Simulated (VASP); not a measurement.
Here is a VASP 6.6.1 calculation.

INCAR

```
ALGO = Fast
EDIFF = 1E-8
ENCUT = 520
GGA = CA
ISIF = 2
ISMEAR = 0
LASPH = T
LCHARG = F
LEFG = T
LREAL = F
LWAVE = F
NELM = 100
PREC = Accurate
SIGMA = 0.02
```

The input KPOINTS:

```
k-points
0
Gamma
  8 8 8
```

Contents of POSCAR:

```
InAs
1.0
    0.0000000000      2.8773040000      2.8773040000
    2.8773040000      0.0000000000      2.8773040000
    2.8773040000      2.8773040000      0.0000000000
In As
1 1
Direct
    0.5000000000      0.5000000000      0.5000000000
    0.0000000000      0.0000000000      0.0000000000
```

Potentials or basis: VASP PAW LDA potentials, release 64 (In_d, As).

The run is started by

```bash
$ cat potpaw_LDA.64/In_d/POTCAR potpaw_LDA.64/As/POTCAR > POTCAR
$ mpirun -np 1 vasp_std > vasp.out
```

Task: Estimate the band gap on the k mesh.

Result: None (metal or under the smearing width).

Task: Predict the pressure.

Result: -5.0 GPa.

Electric field gradients, principal values (V/Å²):
```
atom    Vxx    Vyy     Vzz
1 In  0.002  0.002  -0.004
2 As  0.000  0.000   0.001
```
